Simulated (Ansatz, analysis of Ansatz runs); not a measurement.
# Migration in TiO2 (Pbcn): V_O hop (2.6 Å), charge +2, part 2 of 3

How high is the barrier when O changes place in TiO2 (Pbcn)? The case: V_O hop (2.6 Å), charge +2, in a cell of 96 host atoms with 1 O taken out.

Ansatz 0.2.0; plane-wave PAW DFT, PBEsol; nudged elastic band between two relaxed defect structures at fixed charge in a uniform background.

So far: Starting point; Relaxation of the start point, charge +2; Relaxation of the end point, charge +2.

## (4) Nudged elastic band, charge +2

3 movable images are laid between the ends on a pair-potential path, which keeps atoms from colliding in the first guess. Each image feels the true force across the path and a spring force along it. The highest image is set to climb to the top of the path.

This step: plane-wave PAW DFT, PBEsol; nudged elastic band between two relaxed defect structures at fixed charge in a uniform background.

qp2_c96k1s.neb/input.yaml reads:

```yaml
crystal:
  lattice:
    - [9.07556601, 0.0, 0.0]
    - [0.0, 10.98982205, 0.0]
    - [0.0, 0.0, 9.75788371]
  atoms:
    - { symbol: Ti, position: [0.25428528, 0.3390193, 0.37585944] }
    - { symbol: Ti, position: [0.00425298, 0.41259014, 0.12858366] }
    - { symbol: Ti, position: [0.25176876, 0.16293232, 0.12371312] }
    - { symbol: Ti, position: [0.00392455, 0.09002258, 0.3714949] }
    - { symbol: O, position: [0.36429746, 0.30715197, 0.03824901] }
    - { symbol: O, position: [0.11744825, 0.44189833, 0.4607045] }
    - { symbol: O, position: [0.3895872, 0.44485499, 0.29126727] }
    - { symbol: O, position: [0.13791975, 0.30895461, 0.2095962] }
    - { symbol: O, position: [0.36543972, 0.19188259, 0.29052501] }
    - { symbol: O, position: [0.11517279, 0.05849168, 0.20936515] }
    - { symbol: O, position: [0.38610957, 0.0585563, 0.04051058] }
    - { symbol: O, position: [0.13688636, 0.19179835, 0.45938432] }
    - { symbol: Ti, position: [0.2472201, 0.33855771, 0.87217052] }
    - { symbol: Ti, position: [-0.00015622, 0.41286828, 0.62341462] }
    - { symbol: Ti, position: [0.24819201, 0.16266986, 0.62639705] }
    - { symbol: Ti, position: [0.00054181, 0.08734054, 0.87731248] }
    - { symbol: O, position: [0.36477356, 0.31441187, 0.54041193] }
    - { symbol: O, position: [0.11438761, 0.44088866, 0.95955614] }
    - { symbol: O, position: [0.38349718, 0.44212271, 0.78362139] }
    - { symbol: O, position: [0.1353231, 0.30872039, 0.70891364] }
    - { symbol: O, position: [0.3657114, 0.19214402, 0.78940977] }
    - { symbol: O, position: [0.11356, 0.06016488, 0.70980903] }
    - { symbol: O, position: [0.38541502, 0.05826921, 0.54166079] }
    - { symbol: O, position: [0.1362132, 0.19181257, 0.95944606] }
    - { symbol: Ti, position: [0.25148604, 0.83579115, 0.37354917] }
    - { symbol: Ti, position: [0.00050951, 0.91365657, 0.12819484] }
    - { symbol: Ti, position: [0.2501576, 0.65999476, 0.12645138] }
    - { symbol: Ti, position: [-0.00143373, 0.58672171, 0.37530688] }
    - { symbol: O, position: [0.36669, 0.80790895, 0.04464113] }
    - { symbol: O, position: [0.11494072, 0.93919889, 0.45998433] }
    - { symbol: O, position: [0.38588809, 0.94058354, 0.29220893] }
    - { symbol: O, position: [0.13648573, 0.80740944, 0.21061812] }
    - { symbol: O, position: [0.36526092, 0.6883186, 0.29256105] }
    - { symbol: O, position: [0.11442336, 0.55746989, 0.21034791] }
    - { symbol: O, position: [0.38619548, 0.55711636, 0.03861121] }
    - { symbol: O, position: [0.13850191, 0.68686763, 0.46237819] }
    - { symbol: Ti, position: [0.25603724, 0.84144892, 0.88842777] }
    - { symbol: Ti, position: [-0.01104826, 0.92230755, 0.61895537] }
    - { symbol: Ti, position: [0.22204604, 0.69120015, 0.64133842] }
    - { symbol: Ti, position: [0.00061708, 0.58786703, 0.87431205] }
    - { symbol: O, position: [0.36388052, 0.80238395, 0.54305467] }
    - { symbol: O, position: [0.11407099, 0.94293976, 0.96188508] }
    - { symbol: O, position: [0.3849784, 0.94072931, 0.79159882] }
    - { symbol: O, position: [0.12619197, 0.81467058, 0.7176349] }
    - { symbol: O, position: [0.36048611, 0.69228508, 0.7900616] }
    - { symbol: O, position: [0.11265435, 0.55989643, 0.70918892] }
    - { symbol: O, position: [0.1365317, 0.69146964, 0.96131713] }
    - { symbol: Ti, position: [0.74747426, 0.33876637, 0.37666272] }
    - { symbol: Ti, position: [0.50048255, 0.40804806, 0.11755218] }
    - { symbol: Ti, position: [0.7501842, 0.16129606, 0.12775239] }
    - { symbol: Ti, position: [0.49833835, 0.08845656, 0.37759003] }
    - { symbol: O, position: [0.86621508, 0.3082504, 0.04395175] }
    - { symbol: O, position: [0.60457705, 0.44597731, 0.46135017] }
    - { symbol: O, position: [0.88577113, 0.44054503, 0.29273742] }
    - { symbol: O, position: [0.63546687, 0.30940642, 0.21064795] }
    - { symbol: O, position: [0.86343247, 0.19277413, 0.29375398] }
    - { symbol: O, position: [0.61428325, 0.05812724, 0.21209628] }
    - { symbol: O, position: [0.88629299, 0.05900907, 0.0427374] }
    - { symbol: O, position: [0.63380431, 0.19309884, 0.46318193] }
    - { symbol: Ti, position: [0.75897847, 0.33640143, 0.88235628] }
    - { symbol: Ti, position: [0.51210464, 0.40049864, 0.63489505] }
    - { symbol: Ti, position: [0.74969377, 0.16080325, 0.6269756] }
    - { symbol: Ti, position: [0.5009018, 0.08871534, 0.87553979] }
    - { symbol: O, position: [0.86199883, 0.31014615, 0.54165969] }
    - { symbol: O, position: [0.61312716, 0.43979704, 0.9554303] }
    - { symbol: O, position: [0.88550922, 0.44052337, 0.79061119] }
    - { symbol: O, position: [0.63899353, 0.3014558, 0.71537155] }
    - { symbol: O, position: [0.86558204, 0.19087683, 0.79163932] }
    - { symbol: O, position: [0.61482404, 0.05719107, 0.7103573] }
    - { symbol: O, position: [0.88589112, 0.05918939, 0.53852693] }
    - { symbol: O, position: [0.6368565, 0.19016464, 0.96260618] }
    - { symbol: Ti, position: [0.74849356, 0.83749876, 0.37512597] }
    - { symbol: Ti, position: [0.50460364, 0.91538648, 0.12818453] }
    - { symbol: Ti, position: [0.76255819, 0.67092309, 0.11568256] }
    - { symbol: Ti, position: [0.51919898, 0.5855771, 0.3491486] }
    - { symbol: O, position: [0.86534859, 0.80978133, 0.03755373] }
    - { symbol: O, position: [0.61353223, 0.94043132, 0.4607801] }
    - { symbol: O, position: [0.88585112, 0.94110894, 0.29079216] }
    - { symbol: O, position: [0.63596858, 0.80820012, 0.20968167] }
    - { symbol: O, position: [0.86579549, 0.69095895, 0.28902205] }
    - { symbol: O, position: [0.62250264, 0.55828685, 0.19926768] }
    - { symbol: O, position: [0.88749704, 0.55836206, 0.04002048] }
    - { symbol: O, position: [0.63454281, 0.68954576, 0.45676683] }
    - { symbol: Ti, position: [0.74648856, 0.83820378, 0.86987426] }
    - { symbol: Ti, position: [0.49747418, 0.91244716, 0.62440877] }
    - { symbol: Ti, position: [0.74760286, 0.66118917, 0.62338888] }
    - { symbol: Ti, position: [0.4968012, 0.58825806, 0.8733457] }
    - { symbol: O, position: [0.86265409, 0.80816447, 0.54076112] }
    - { symbol: O, position: [0.61421718, 0.94026708, 0.96003151] }
    - { symbol: O, position: [0.88318945, 0.94242115, 0.78952889] }
    - { symbol: O, position: [0.63346015, 0.80752254, 0.70766578] }
    - { symbol: O, position: [0.86093814, 0.68876332, 0.78886998] }
    - { symbol: O, position: [0.60131029, 0.55775051, 0.69888855] }
    - { symbol: O, position: [0.88422697, 0.55854499, 0.54004723] }
    - { symbol: O, position: [0.63539354, 0.6899706, 0.95628227] }
total_charge: 2
basis:
  ecutwfc: 420
  xc_grid: 2
hamiltonian:
  xc: pbesol
kpoints:
  mp_grid: { grid: [1, 1, 1], shift: [0.25, 0.25, 0.25] }
scf:
  occupations: { method: fixed }
  max_iter: 120
output:
  forces: true
neb:
  images: 3
  f_tol: 0.04
  climbing: true
  initial_path: idpp
  max_iterations: 45
  order_check: false
  final_atoms:
    - { symbol: Ti, position: [0.25281889, 0.33978217, 0.37796117] }
    - { symbol: Ti, position: [-0.00018733, 0.41313251, 0.12711414] }
[... 4 atom lines left out ...]
    - { symbol: O, position: [0.39907366, 0.44319345, 0.3024913] }
[... 9 atom lines left out ...]
    - { symbol: O, position: [0.36589593, 0.31145597, 0.5445574] }
[... 1 atom line left out ...]
    - { symbol: O, position: [0.37784513, 0.44275339, 0.80219121] }
[... 13 atom lines left out ...]
    - { symbol: O, position: [0.36125974, 0.69947643, 0.28602077] }
[... 14 atom lines left out ...]
    - { symbol: Ti, position: [0.77837859, 0.3096423, 0.36004707] }
[... 4 atom lines left out ...]
    - { symbol: O, position: [0.39582272, 0.55497757, 0.54007153] }
[... 7 atom lines left out ...]
    - { symbol: Ti, position: [0.48122496, 0.41522359, 0.65241815] }
[... 13 atom lines left out ...]
    - { symbol: Ti, position: [0.4882248, 0.6005087, 0.36656158] }
[... 7 atom lines left out ...]
    - { symbol: O, position: [0.63566677, 0.68648758, 0.46097609] }
[... 2 atom lines left out ...]
    - { symbol: Ti, position: [0.74614495, 0.66186949, 0.6255503] }
[... 6 atom lines left out ...]
    - { symbol: O, position: [0.6108052, 0.55601155, 0.71005211] }
[... 1 atom line left out ...]
    - { symbol: O, position: [0.63611227, 0.69381083, 0.96309802] }
```

Launch:

```
$ ansatz run input.yaml --threads 8 --pin off --max-ram 14131MiB --backend cpu --events-out ev --progress --plain --runs-dir out
```

Output:

```text
Warning: neb: disabling space-group detection — the band's intermediate images generally break the endpoint symmetry, so the full k-mesh is solved, and no spatial operation symmetrises the density, except that a semilocal band can use its path's symmetry [...]
[...]
parallel-image band execution: 3 concurrent image workers
NEB image 0
Crystal: 95 atoms, lattice volume = 973.240 Å³
Basis set: ecut = 420 eV, 19047 PW (Γ), exchange–correlation on 128×150×144 points (8 copies of the dense FFT grid, shifted against one another)
Bands: 475, of which v1, the nominal top of the filled ones, is band 380 counted from 1 (379 counted from 0)
Symmetry: 1 space group operations
k-points: 1
[...]
SCF iter   1: F=—  HF=-114654.724833 eV  |F-HF|=—  |Δ(HF+E_count)|=         —  Δρ=1.88e-2  dr2=3.18e0  ethr=1.77e-3  ⟨swp⟩=4.0  Hψ=1459  notcnv=0  defer=89
[...]
SCF iter  12: F=-114654.159444 eV  HF=-114654.159444 eV  |F-HF|=2.76e-10  |Δ(HF+E_count)|=   5.40e-8  Δρ=2.29e-6  dr2=7.47e-8  ethr=1.32e-11  ⟨swp⟩=3.0  Hψ=1449  notcnv=0
SCF 1 converged in 12 iterations: F = -114654.159444 eV  dr2 = 7.47e-8
[...]
NSCF: frozen V_eff on 1 k-points
NEB image 4
SCF iter   1: F=—  HF=-114654.724857 eV  |F-HF|=—  |Δ(HF+E_count)|=         —  Δρ=1.88e-2  dr2=3.18e0  ethr=1.77e-3  ⟨swp⟩=4.0  Hψ=1459  notcnv=0  defer=88
[...]
SCF iter  12: F=-114654.159377 eV  HF=-114654.159377 eV  |F-HF|=3.06e-10  |Δ(HF+E_count)|=   5.34e-8  Δρ=2.29e-6  dr2=7.45e-8  ethr=1.32e-11  ⟨swp⟩=3.0  Hψ=1449  notcnv=0
SCF 2 converged in 12 iterations: F = -114654.159377 eV  dr2 = 7.45e-8
[...]
NEB end point (image 0): max|allowed force component| = 9.608e-3 eV/Å (the criterion of neb.relax_end_points is 1.000e-2)
NEB end point (image 4): max|allowed force component| = 1.346e-2 eV/Å (the criterion of neb.relax_end_points is 1.000e-2)
NEB image 1
SCF iter   1: F=—  HF=-114653.702407 eV  |F-HF|=—  |Δ(HF+E_count)|=         —  Δρ=1.87e-2  dr2=3.13e0  ethr=1.77e-3  ⟨swp⟩=4.0  Hψ=1459  notcnv=0  defer=86
[...]
SCF iter  13: F=-114653.142327 eV  HF=-114653.142327 eV  |F-HF|=8.00e-9  |Δ(HF+E_count)|=   1.70e-8  Δρ=1.32e-6  dr2=2.37e-8  ethr=1.32e-11  ⟨swp⟩=3.0  Hψ=1239  notcnv=0
SCF 3 converged in 13 iterations: F = -114653.142327 eV  dr2 = 2.37e-8
NEB image 2
SCF iter   1: F=—  HF=-114653.041018 eV  |F-HF|=—  |Δ(HF+E_count)|=         —  Δρ=1.86e-2  dr2=3.08e0  ethr=1.77e-3  ⟨swp⟩=4.0  Hψ=1455  notcnv=0  defer=87
[...]
SCF iter  12: F=-114652.482761 eV  HF=-114652.482761 eV  |F-HF|=1.34e-8  |Δ(HF+E_count)|=   9.40e-9  Δρ=1.75e-6  dr2=2.99e-8  ethr=1.32e-11  ⟨swp⟩=4.0  Hψ=1318  notcnv=0
SCF 4 converged in 12 iterations: F = -114652.482761 eV  dr2 = 2.99e-8
NEB image 3
SCF iter   1: F=—  HF=-114653.686177 eV  |F-HF|=—  |Δ(HF+E_count)|=         —  Δρ=1.87e-2  dr2=3.11e0  ethr=1.77e-3  ⟨swp⟩=4.0  Hψ=1459  notcnv=0  defer=87
[...]
SCF iter  12: F=-114653.130161 eV  HF=-114653.130161 eV  |F-HF|=2.74e-8  |Δ(HF+E_count)|=  4.51e-10  Δρ=2.82e-6  dr2=9.71e-8  ethr=1.32e-11  ⟨swp⟩=2.0  Hψ=1628  notcnv=0
SCF 5 converged in 12 iterations: F = -114653.130161 eV  dr2 = 9.71e-8
NEB iter   1: max|band force component| = 2.325e0 eV/Å  barrier→ = 1.6767 eV  barrier← = 1.6766 eV  Δτ_max = 0.1610 Å  (61 SCF iters)
[... from here on, the SCF cycles and remarks between the steps are left out ...]
NEB iter   2: max|band force component| = 1.004e0 eV/Å  barrier→ = 0.9525 eV  barrier← = 0.9524 eV  Δτ_max = 0.1087 Å  (30 SCF iters)
NEB iter   3: max|band force component| = 4.122e-1 eV/Å  barrier→ = 0.6831 eV  barrier← = 0.6830 eV  CI = image 2  Δτ_max = 0.0796 Å  (31 SCF iters)
NEB iter   4: max|band force component| = 2.609e-1 eV/Å  barrier→ = 0.6293 eV  barrier← = 0.6292 eV  CI = image 2  Δτ_max = 0.0382 Å  (29 SCF iters)
NEB iter   5: max|band force component| = 1.096e-1 eV/Å  barrier→ = 0.6077 eV  barrier← = 0.6077 eV  CI = image 2  Δτ_max = 0.0214 Å  (27 SCF iters)
NEB iter   6: max|band force component| = 1.280e-1 eV/Å  barrier→ = 0.6008 eV  barrier← = 0.6008 eV  CI = image 2  Δτ_max = 0.0107 Å  (26 SCF iters)
NEB iter   7: max|band force component| = 4.518e-2 eV/Å  barrier→ = 0.5982 eV  barrier← = 0.5982 eV  CI = image 2  Δτ_max = 0.0133 Å  (24 SCF iters)
NEB iter   8: max|band force component| = 2.625e-2 eV/Å  barrier→ = 0.5977 eV  barrier← = 0.5976 eV  CI = image 2  Δτ_max = 0.0000 Å  (22 SCF iters)
SCF converged after 8 iterations
Free energy (F): -114653.561763 eV
[...]
Internal energy: -114653.561763 eV  (E = F + TS)
E sigma→0 (E₀):  -114653.561763 eV
Fermi energy:    9.045460 eV
[...]
--- Forces (eV/Å), atoms counted from 1 ---
  atom   1  Ti    -0.00622275     0.00304360     0.01358622
  atom   2  Ti     0.00278997    -0.00465013     0.00400432
  [... 4 atoms left out ...]
  atom   7  O     -0.00003340     0.00171391    -0.00451640
  [... 9 atoms left out ...]
  atom  17  O     -0.01206096    -0.00864287    -0.00378542
  [... 1 atom left out ...]
  atom  19  O     -0.00134884     0.00056342    -0.00281009
  [... 28 atoms left out ...]
  atom  48  Ti     0.00550137    -0.00837933    -0.00102793
  [... 4 atoms left out ...]
  atom  53  O      0.00676711     0.00779861    -0.01149472
  [... 7 atoms left out ...]
  atom  61  Ti    -0.01256394     0.00467558     0.00617911
  [... 13 atoms left out ...]
  atom  75  Ti    -0.00892889     0.01401979    -0.00593350
  [... 7 atoms left out ...]
  atom  83  O      0.00766609     0.00904008     0.00224683
  [... 9 atoms left out ...]
  atom  93  O     -0.00345591    -0.00267932     0.01099237
  [... 2 atoms left out ...]
  max |Σ_I F_I| component: 7.24e-5 eV/Å
--- Band table (eV) ---
[...]
this run last wrote the band of iteration 8 to <dir>
--- NEB band (5 images, 8 band iterations, 250 SCF iterations) ---
  forward barrier  = 0.597681 eV
  backward barrier = 0.597614 eV
  climbing image's point = of an order that was not read
  energies are F+E_penalty+E_count in eV, relative to image 0
  image     s (Å)  Δ vs image 0  max|band force component| (eV/Å)
      0    0.0000      0.000000                                 —
      1    0.7244      0.378031                          2.404e-2
  *   2    1.4487      0.597681                          1.598e-2
      3    2.1756      0.379540                          2.625e-2
      4    2.9024      0.000067                                 —
  climbing-image geometry (image 2):
  cell:  # Å, volume = 973.2402 Å³
    - [9.07556601, 0.0, 0.0]
    - [0.0, 10.98982205, 0.0]
    - [0.0, 0.0, 9.75788371]
  atoms:
    - { symbol: Ti, position: [0.254637, 0.340759, 0.374093] }
    - { symbol: Ti, position: [0.002328, 0.412001, 0.127668] }
    - { symbol: Ti, position: [0.254128, 0.163737, 0.125768] }
    - { symbol: Ti, position: [0.015665, 0.077685, 0.376002] }
    - { symbol: O, position: [0.365015, 0.307512, 0.039028] }
    - { symbol: O, position: [0.119465, 0.442610, 0.462076] }
    - { symbol: O, position: [0.384501, 0.442833, 0.282785] }
    - { symbol: O, position: [0.137373, 0.308635, 0.210251] }
    - { symbol: O, position: [0.366517, 0.192019, 0.290749] }
    - { symbol: O, position: [0.118096, 0.057343, 0.209103] }
    - { symbol: O, position: [0.385850, 0.059062, 0.039722] }
    - { symbol: O, position: [0.135968, 0.190590, 0.458581] }
    - { symbol: Ti, position: [0.242173, 0.336116, 0.878231] }
    - { symbol: Ti, position: [0.002305, 0.414167, 0.624589] }
    - { symbol: Ti, position: [0.249451, 0.162242, 0.623980] }
    - { symbol: Ti, position: [0.001530, 0.088641, 0.876057] }
    - { symbol: O, position: [0.360068, 0.304638, 0.542241] }
    - { symbol: O, position: [0.114237, 0.442713, 0.961211] }
    - { symbol: O, position: [0.375501, 0.446595, 0.791813] }
    - { symbol: O, position: [0.133538, 0.309010, 0.710717] }
    - { symbol: O, position: [0.366876, 0.194458, 0.788019] }
    - { symbol: O, position: [0.112755, 0.060844, 0.711606] }
    - { symbol: O, position: [0.385549, 0.057229, 0.540551] }
    - { symbol: O, position: [0.135971, 0.192596, 0.961033] }
    - { symbol: Ti, position: [0.251167, 0.836163, 0.371101] }
    - { symbol: Ti, position: [-0.001155, 0.912285, 0.125393] }
    - { symbol: Ti, position: [0.245817, 0.659263, 0.122749] }
    - { symbol: Ti, position: [-0.001867, 0.586755, 0.376780] }
    - { symbol: O, position: [0.366267, 0.809347, 0.043175] }
    - { symbol: O, position: [0.114896, 0.940169, 0.461767] }
    - { symbol: O, position: [0.385977, 0.942041, 0.292131] }
    - { symbol: O, position: [0.135117, 0.808576, 0.209688] }
    - { symbol: O, position: [0.358173, 0.693973, 0.290177] }
    - { symbol: O, position: [0.112902, 0.558086, 0.210160] }
    - { symbol: O, position: [0.387717, 0.559488, 0.042788] }
    - { symbol: O, position: [0.137469, 0.688226, 0.462070] }
    - { symbol: Ti, position: [0.255616, 0.841817, 0.886846] }
    - { symbol: Ti, position: [-0.015293, 0.923203, 0.625386] }
    - { symbol: Ti, position: [0.224981, 0.690588, 0.639826] }
    - { symbol: Ti, position: [-0.001981, 0.589086, 0.873641] }
[...]
- { symbol: Ti, position: [0.775347, 0.310448, 0.361617] }
    - { symbol: Ti, position: [0.500643, 0.409076, 0.123904] }
    - { symbol: Ti, position: [0.744766, 0.159157, 0.114576] }
    - { symbol: Ti, position: [0.500442, 0.089528, 0.378185] }
[...]
- { symbol: Ti, position: [0.754642, 0.341700, 0.878624] }
    - { symbol: Ti, position: [0.490330, 0.400664, 0.646127] }
    - { symbol: Ti, position: [0.749284, 0.164789, 0.630288] }
    - { symbol: Ti, position: [0.496006, 0.086582, 0.872393] }
[...]
- { symbol: Ti, position: [0.750913, 0.838666, 0.377447] }
    - { symbol: Ti, position: [0.504471, 0.914374, 0.128957] }
    - { symbol: Ti, position: [0.758282, 0.664838, 0.123177] }
    - { symbol: Ti, position: [0.510006, 0.599855, 0.355335] }
[...]
- { symbol: Ti, position: [0.746323, 0.837169, 0.875597] }
    - { symbol: Ti, position: [0.499946, 0.911464, 0.623237] }
    - { symbol: Ti, position: [0.745666, 0.660095, 0.627137] }
    - { symbol: Ti, position: [0.499793, 0.591847, 0.877410] }
    - { symbol: O, position: [0.864461, 0.810340, 0.542798] }
    - { symbol: O, position: [0.614584, 0.941885, 0.961606] }
    - { symbol: O, position: [0.882298, 0.943599, 0.792280] }
    - { symbol: O, position: [0.633868, 0.808941, 0.710627] }
    - { symbol: O, position: [0.863011, 0.692322, 0.791098] }
    - { symbol: O, position: [0.615989, 0.558131, 0.718639] }
    - { symbol: O, position: [0.880942, 0.558331, 0.539336] }
    - { symbol: O, position: [0.635422, 0.693390, 0.962409] }
```

Wall time 8.4 min (8 threads of Arm Neoverse V2, shared host); peak memory 6.7 GiB.

Images along the path:

```tsv
image	path (Å)	energy (eV)	O53: x, y, z (Å)
0	0.000	0.0000	5.487, 4.901, 4.502
1	0.724	0.3780	5.084, 5.168, 4.678
2	1.449	0.5977	4.542, 5.497, 4.886
3	2.176	0.3795	3.998, 5.831, 5.095
4	2.902	0.0001	3.592, 6.099, 5.270
```

Read from the output:

- free energy: -114653.5618 eV
- barrier forward: 0.5977 eV
- barrier backward: 0.5976 eV
- end less start: 6.69e-5 eV
- hop length: 2.369 Å

Track of the atom that was set to move:

```tsv
image	x (Å)	y (Å)	z (Å)	nearest neighbour	distance (Å)
0	5.487	4.901	4.502	Ti	1.937
1	5.084	5.168	4.678	Ti	1.819
2	4.542	5.497	4.886	Ti	1.794
3	3.998	5.831	5.095	Ti	1.818
4	3.592	6.099	5.27	Ti	1.936
```

The band met its tolerance of 0.04 eV/Å after 8 iterations, with image 2 on top (the start counts as 0). O53, which moves farthest between the ends, has 3 Ti at 1.94 to 2.04 Å nearest at the start and 2 Ti at 1.79 Å at the top.

(Continued in part 3 of 3.)

[Long decimals in the printed logs are rounded to 6 places.]

[Repeated set-up lines and some long k-point lines are left out of the logs, and relaxed atomic positions are cut to six decimals.]

[Logs are printed without paths, hosts, clocks, repeated set-up lines and the standing remarks that a program may print on its own settings, such as how far it seeks lower states.]

[Hosts, paths, dates, database ids (printed as entryN), source tags and the programs' standing remarks are cut or masked in the printed files.]
